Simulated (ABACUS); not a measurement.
The system is MgB2.

```
Mg B
1.0
     3.08500    0.00000    0.00000
    -1.54250    2.67169    0.00000
     0.00000    0.00000    3.52300
Mg B
1 2
Cartesian
  0.0000 0.0000 0.0000
  1.5425 0.8906 1.7615
  0.0000 1.7811 1.7615
```

* Program: ABACUS 3.10.1
* Task: single point
* Functional: PBEsol
* Potentials or basis: PseudoDojo NC SR 0.4.1 PBEsol standard
* Cutoff: 1143 eV
* Density cutoff: 4572 eV
* Basis: plane waves
* k mesh: 10 × 10 × 8
* Occupations: fermi-dirac, width 0.05 eV
* Spin: no spin polarisation

On this cell: pressure -2.6 GPa; largest force under 0.003 eV/Å; band gap on the k mesh none (metal or under the smearing width).

The same run follows on a disturbed copy (atoms moved at random, drawn with an rms of 0.05 Å):

```
Mg B
1.0
     3.08500    0.00000    0.00000
    -1.54250    2.67169    0.00000
     0.00000    0.00000    3.52300
Mg B
1 2
Direct
  0.01959 0.99359 0.99020
  0.66441 0.32161 0.49171
  0.33637 0.66639 0.50926
```

Task: What changes?

Result: The energy (extrapolated to zero smearing) moves by +11.0 meV/atom; pressure -2.4 GPa; largest force 0.738 eV/Å; band gap on the k mesh none (metal or under the smearing width).

Forces on the atoms (eV/Å):
```
Mg  -0.284  0.008  0.240
B    0.135  0.157  0.464
B    0.148 -0.165 -0.704
```

Stress tensor (GPa, compression positive):
```
-2.92 -0.01 -0.30
-0.01 -1.85  0.10
-0.30  0.10 -2.34
```
